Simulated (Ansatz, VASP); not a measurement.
# Ga in VASP and in Ansatz

```
Ga
1.0
     5.01193    0.00000    0.00000
    -2.50597    4.34046    0.00000
     0.00000    0.00000    3.07253
Ga
3
Direct
  0.00000 0.00000 0.00000
  0.33333 0.66667 0.50000
  0.66667 0.33333 0.50000
```

Alike in both runs: task single point; functional PBE; k mesh 6 × 6 × 6; occupations gaussian, width 0.1 eV; no spin polarisation.

|  | VASP | Ansatz |
| --- | --- | --- |
| version | VASP 6.6.1 | Ansatz 0.2.0 |
| potentials or method | VASP PAW PBE potentials, release 64 (Ga_d) | scalar-relativistic, plane waves, PAW |
| plane-wave cutoff (eV) | 520 | 420 |
| valence electrons in the cell | 39 | 39 |

```tsv
	VASP	Ansatz	Ansatz less VASP
gap on the k mesh at the Fermi level (eV)	none	none	-
pressure (GPa)	-4.9	-4.9	-0.04
largest component of the traceless stress (GPa)	0.88	0.87	-0.012
```

A gap of «none» marks a metal or a gap that the smearing closes.
